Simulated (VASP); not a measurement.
Set up this calculation in VASP 6.6.1, as the native input.

| Quantity | Value |
| --- | --- |
| Task | relaxation of the atoms |
| Functional | PBEsol |
| Potentials or basis | VASP PAW PBE potentials, release 64 (W_sv) |
| Cutoff | 600 eV |
| k mesh | 16 × 16 × 16 |
| Occupations | methfessel-paxton, width 0.1 eV |
| Spin | no spin polarisation |
| Further INCAR settings | ALGO = Fast; EDIFF = 1e-07; IBRION = 2; EDIFFG = -0.01; NSW = 40 |

The structure of W lies in POSCAR:

```
W                                       
1.0
   -1.5880546733      1.5880546733      1.5880546733
    1.5880546733     -1.5880546733      1.5880546733
    1.5880546733      1.5880546733     -1.5880546733
  W             
     1
Direct
     0.0000000000000000    0.0000000000000000    0.0000000000000000
```

The cell isn't the ideal one: a relaxed cell with its volume scaled by 1.02.

These files were run (other wordings do the same):

INCAR

```
SYSTEM = W
ALGO = Fast
EDIFF = 1E-7
EDIFFG = -0.01
ENCUT = 600
GGA = PS
IBRION = 2
ISIF = 2
ISMEAR = 1
LASPH = .TRUE.
LCHARG = .FALSE.
LREAL = .FALSE.
LWAVE = .FALSE.
NELM = 80
NSW = 40
PREC = Accurate
SIGMA = 0.1
```

KPOINTS

```
k-points
0
G
  16 16 16
  0 0 0
```

Potentials or basis: VASP PAW PBE potentials, release 64 (W_sv).

The run is started by

```sh
$ cat potpaw_PBE.64/W_sv/POTCAR > POTCAR
$ mpirun -np 1 vasp_std > vasp.out
```

It gave:

The pressure after relaxing is -6.2 GPa. The band gap on the k mesh is none (metal or under the smearing width).

Caveat: the relaxation stopped at its first step, so nothing moved; the PAW data sets were made with another functional, which shifts forces and pressure a little.

Run time: 11 s on 1 thread of Intel(R) Xeon(R) 6975P-C (Granite Rapids), with other jobs on the host, peak memory 0.16 GiB.
